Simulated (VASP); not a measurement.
# Be (P6_3/mmc) in VASP: single point with PBEsol

Aim: the single point of Be with PBEsol.

Program: VASP 6.6.1. These are calculated values, not measurements. Logs are shortened: lines on timing, memory, paths and dates and some standing lists are left out, and cuts for length are marked.

## Step 1: The crystal as given

The structure is hexagonal, space group P6_3/mmc (No. 194). Conventional cell: a = 2.257 Å, b = 2.257 Å, c = 3.561 Å, α = 90.00°, β = 90.00°, γ = 120.00°. Be (site symmetry -6m2) has 12 Be at 2.21 to 2.26 Å as nearest neighbours.

## Step 2: Single point, PBEsol, non-collinear spin, zero start, spin-orbit coupling

Contents of INCAR:

```
SYSTEM = Be
PREC = Accurate
ENCUT = 520
EDIFF = 1E-6
ISMEAR = 0
SIGMA = 0.1
LREAL = .FALSE.
LASPH = .TRUE.
NELM = 80
ALGO = Fast
ISIF = 2
LWAVE = .FALSE.
LCHARG = .TRUE.
MAGMOM = 0 0 0 0 0 0
LORBIT = 11
LSORBIT = .TRUE.
GGA_COMPAT = .FALSE.
GGA = PS
LVHAR = .TRUE.
NBANDS = 16
```

Contents of KPOINTS:

```
regular mesh
0
G
  21 21 12
  0 0 0
```

Contents of POSCAR:

```
Be
1.0
    2.2568100000      0.0000000000      0.0000000000
   -1.1284000000      1.9544500000      0.0000000000
    0.0000000000      0.0000000000      3.5611600000
Be
2
Direct
    0.3333300000      0.6666700000      0.2500000000
    0.6666700000      0.3333300000      0.7500000000
```

Potentials or basis: VASP PAW PBE potentials, release 64 (Be).

On the command line:

```sh
$ cat potpaw_PBE.64/Be/POTCAR > POTCAR
$ mpirun -np 1 vasp_ncl > vasp.out
```

OUTCAR:

```text
SYSTEM = Be
   PREC = Accurate
   ENCUT = 520
   EDIFF = 1E-6
   ISMEAR = 0
   LREAL = .FALSE.
   LASPH = .TRUE.
   NELM = 80
   ISIF = 2
   LORBIT = 11
   LSORBIT = .TRUE.
   GGA = PS

 ion  position               nearest neighbor table
   1  0.333  0.667  0.250-   2 2.21   2 2.21   2 2.21   2 2.21   2 2.21   2 2.21
   2  0.667  0.333  0.750-   1 2.21   1 2.21   1 2.21   1 2.21   1 2.21   1 2.21

  LATTYP: Found a hexagonal cell.
 ALAT       =     2.2568100000
 C/A-ratio  =     1.5779618134

  Lattice vectors:

 A1 = (   2.2568100000,   0.0000000000,   0.0000000000)
 A2 = (  -1.1284000000,   1.9544500000,   0.0000000000)
 A3 = (   0.0000000000,   0.0000000000,   3.5611600000)

Analysis of symmetry for initial positions (statically):
=====================================================================
 Subroutine PRICEL returns:
 Original cell was already a primitive cell.

 Routine SETGRP: Setting up the symmetry group for a
 hexagonal supercell.

 Subroutine GETGRP returns: Found  8 space group operations
 (whereof  4 operations were pure point group operations)
 out of a pool of 24 trial point group operations.

The static configuration has the point symmetry C_2h.
 The point group associated with its full space group is D_2h.

Analysis of symmetry for dynamics (positions and initial velocities):
=====================================================================
 Subroutine PRICEL returns:
 Original cell was already a primitive cell.

 Routine SETGRP: Setting up the symmetry group for a
 hexagonal supercell.

 Subroutine GETGRP returns: Found  8 space group operations
 (whereof  4 operations were pure point group operations)
 out of a pool of 24 trial point group operations.

The dynamic configuration has the point symmetry C_2h.
 The point group associated with its full space group is D_2h.

Analysis of structural, dynamic, and magnetic symmetry:
=====================================================================
 Subroutine PRICEL returns:
 Original cell was already a primitive cell.

 Routine SETGRP: Setting up the symmetry group for a
 hexagonal supercell.

 Subroutine GETGRP returns: Found  8 space group operations
 (whereof  4 operations were pure point group operations)
 out of a pool of 24 trial point group operations.

The overall configuration has the point symmetry C_2h.
 The point group associated with its full space group is D_2h.

 Subroutine INISYM returns: Found  8 space group operations
 (whereof  4 operations are pure point group operations),
 and found     1 'primitive' translations

----------------------------------------------------------------------------------------

                                     Primitive cell

  volume of cell :      15.7076

  direct lattice vectors                    reciprocal lattice vectors
     2.256810000  0.000000000  0.000000000     0.443103318  0.255825314  0.000000000
    -1.128400000  1.954450000  0.000000000     0.000000000  0.511652895  0.000000000
     0.000000000  0.000000000  3.561160000     0.000000000  0.000000000  0.280807377

  length of vectors
     2.256810000  2.256803350  3.561160000     0.511651387  0.511652895  0.280807377

  position of ions in fractional coordinates (direct lattice)
     0.333330000  0.666670000  0.250000000
     0.666670000  0.333330000  0.750000000

  ion indices of the primitive-cell ions
   primitive index   ion index
                 1           1
                 2           2

----------------------------------------------------------------------------------------

 KPOINTS: regular mesh

[... 81 lines left out ...]
   EFERMI =   0.00;   METHOD = LEGACY
   ISMEAR =     0;   SIGMA  =   0.10  broadening in eV -4-tet -1-fermi 0-gaus
   EFERMI_NEDOS =   21; number of points for ismear=-14 and -15
   IALGO  =     68    algorithm
   IMIX   =      4    mixing-type and parameters
     AMIX     =   0.40;   BMIX     =  1.00
     AMIX_MAG =   1.60;   BMIX_MAG =  1.00
  volume/ion in A,a.u.               =       7.85        53.00
  Fermi-wavevector in a.u.,A,eV,Ry     =   1.037667  1.960905 14.650098  1.076752
  Thomas-Fermi vector in A             =   2.172115
   LORBIT       =     11    0 simple, 1 ext, 2 COOP (PROOUT), +10 PAW based schemes
   GGA     = PS    functional components
   LHFCALC =     F    Hartree Fock is set to
   AEXX    =    0.0000 exact exchange contribution
   IVDW    =     0    specifies the selected vdW correction
   LEPSILON=     F    determine dielectric tensor
   LRPA    =     F    only Hartree local field effects (RPA)
 RMM-DIIS sequential band-by-band and
 Gauss-broadening in eV      SIGMA  =   0.10
  energy-cutoff  :      520.00
  volume of cell :       15.71
 maximum number of plane-waves:       892
 NGX is ok and might be reduce to    18
   NGX =  9   NGY =  9   NGZ = 13

 number of electron       4.0000000 magnetization       0.0000000      0.0000000      0.0000000

 number of electron       4.0000000 magnetization       0.0000000     -0.0000000     -0.0000000

 number of electron       4.0000000 magnetization       0.0000000     -0.0000000      0.0000000

 Free energy of the ion-electron system (eV)
  ---------------------------------------------------
  ext. energy  EPLUGINS =         0.00000000
  ---------------------------------------------------
  free energy    TOTEN  =        -7.99307852 eV

  energy without entropy =       -7.99157399  energy(sigma->0) =       -7.99232626

 E-fermi :   7.1043     XC(G=0): -10.6299

 val. band max:        7.1021663116   @ k =  -0.3810   0.3333   0.0000
 cond. band min:       7.1234378467   @ k =   0.3810   0.3333   0.0833
 fundamental gap:      0.0212715351
 Fermi energy:         7.1043089598

 k-point     1 :       0.0000    0.0000    0.0000
  band No.  band energies     occupation
      1      -4.3103      1.00000
      2      -4.3103      1.00000
      3       2.5665      1.00000
      4       2.5665      1.00000
      5       8.1824      0.00000
      6       8.1824      0.00000
[... 433 lines left out ...]
      3       3.1683      1.00000
      4       3.1683      1.00000
      5       8.3044      0.00000
      6       8.3044      0.00000
[... 8 lines left out ...]
     15      27.1011      0.00000
     16      27.1011      0.00000

 [... further k-points ...]
[... 5 lines left out ...]
  --------------------------------------------------------------------------------------
  -------------------------------------------------------------------------------------
  Total        0.0069026      0.0069736      0.0095871      0.0000615     -0.0000000      0.0000000
  in kB        0.7040641      0.7113075      0.9778819      0.0062778     -0.0000000      0.0000000
  external PRESSURE =       0.7977512 kB  Pullay stress =       0.0000000 kB

 VOLUME and BASIS-vectors are now :
 -----------------------------------------------------------------------------
  energy-cutoff  :      520.00
  volume of cell :       15.71
      direct lattice vectors                 reciprocal lattice vectors
     2.256810000  0.000000000  0.000000000     0.443103318  0.255825314  0.000000000
    -1.128400000  1.954450000  0.000000000     0.000000000  0.511652895  0.000000000
     0.000000000  0.000000000  3.561160000     0.000000000  0.000000000  0.280807377

 POSITION                                       TOTAL-FORCE (eV/Angst)
 -----------------------------------------------------------------------------------
     -0.00001      1.30297      0.89029         0.000077     -0.000045      0.000000
      1.12842      0.65148      2.67087        -0.000077      0.000045      0.000000
 -----------------------------------------------------------------------------------
    total drift:                               -0.000000      0.000000     -0.000000

  FREE ENERGIE OF THE ION-ELECTRON SYSTEM (eV)
  ---------------------------------------------------
  free  energy   TOTEN  =        -7.9930785187 eV

  energy  without entropy=       -7.9915739931  energy(sigma->0) =       -7.99232626

 Spin-Orbit-Coupling matrix elements

 Ion:    1  E_soc:     -0.0000004
 l=   1
     0.0000000    -0.0000001    -0.0000001
    -0.0000001     0.0000000    -0.0000001
    -0.0000001    -0.0000001     0.0000000
 l=   2
     0.0000000     0.0000000     0.0000000     0.0000000     0.0000000
     0.0000000     0.0000000     0.0000000     0.0000000     0.0000000
     0.0000000     0.0000000     0.0000000     0.0000000     0.0000000
     0.0000000     0.0000000     0.0000000     0.0000000     0.0000000
     0.0000000     0.0000000     0.0000000     0.0000000     0.0000000
 l=   3
     0.0000000     0.0000000     0.0000000     0.0000000     0.0000000     0.0000000     0.0000000
     0.0000000     0.0000000     0.0000000     0.0000000     0.0000000     0.0000000     0.0000000
     0.0000000     0.0000000     0.0000000     0.0000000     0.0000000     0.0000000     0.0000000
     0.0000000     0.0000000     0.0000000     0.0000000     0.0000000     0.0000000     0.0000000
     0.0000000     0.0000000     0.0000000     0.0000000     0.0000000     0.0000000     0.0000000
     0.0000000     0.0000000     0.0000000     0.0000000     0.0000000     0.0000000     0.0000000
     0.0000000     0.0000000     0.0000000     0.0000000     0.0000000     0.0000000     0.0000000

 Ion:    2  E_soc:     -0.0000004
 l=   1
     0.0000000    -0.0000001    -0.0000001
    -0.0000001     0.0000000    -0.0000001
    -0.0000001    -0.0000001     0.0000000
 l=   2
     0.0000000     0.0000000     0.0000000     0.0000000     0.0000000
     0.0000000     0.0000000     0.0000000     0.0000000     0.0000000
     0.0000000     0.0000000     0.0000000     0.0000000     0.0000000
     0.0000000     0.0000000     0.0000000     0.0000000     0.0000000
     0.0000000     0.0000000     0.0000000     0.0000000     0.0000000
 l=   3
     0.0000000     0.0000000     0.0000000     0.0000000     0.0000000     0.0000000     0.0000000
     0.0000000     0.0000000     0.0000000     0.0000000     0.0000000     0.0000000     0.0000000
     0.0000000     0.0000000     0.0000000     0.0000000     0.0000000     0.0000000     0.0000000
     0.0000000     0.0000000     0.0000000     0.0000000     0.0000000     0.0000000     0.0000000
     0.0000000     0.0000000     0.0000000     0.0000000     0.0000000     0.0000000     0.0000000
     0.0000000     0.0000000     0.0000000     0.0000000     0.0000000     0.0000000     0.0000000
     0.0000000     0.0000000     0.0000000     0.0000000     0.0000000     0.0000000     0.0000000

 total charge

# of ion       s       p       d       tot
------------------------------------------
    1        0.406   0.781   0.000   1.187
    2        0.406   0.781   0.000   1.187
--------------------------------------------------
tot          0.812   1.562   0.000   2.374

 magnetization (x)

# of ion       s       p       d       tot
------------------------------------------
    1        0.000   0.000   0.000   0.000
    2        0.000   0.000   0.000   0.000
--------------------------------------------------
tot          0.000   0.000   0.000   0.000

 magnetization (y)

# of ion       s       p       d       tot
------------------------------------------
    1        0.000   0.000   0.000   0.000
    2        0.000   0.000   0.000   0.000
--------------------------------------------------
tot          0.000   0.000   0.000   0.000

 magnetization (z)

# of ion       s       p       d       tot
------------------------------------------
    1        0.000   0.000   0.000   0.000
    2        0.000   0.000   0.000   0.000
--------------------------------------------------
tot          0.000   0.000   0.000   0.000
```

Wall time 3.4 min (1 thread of Intel Xeon Platinum 8488C (Sapphire Rapids), shared host); peak memory 0.38 GiB.

What came out:

| Quantity | Value |
| --- | --- |
| Free energy | -7.9931 eV |
| Pressure | 0.1 GPa |
| Net moment | 0.00 μB per cell |
| Valence electrons inside the program's atomic spheres | Be 1.19 |

Moments on the atoms (μB; x, y, z):
```
Be  0.00 0.00 0.00
Be  0.00 0.00 0.00
```

Caveat: the PAW data sets were made with another functional, which shifts forces and pressure a little.
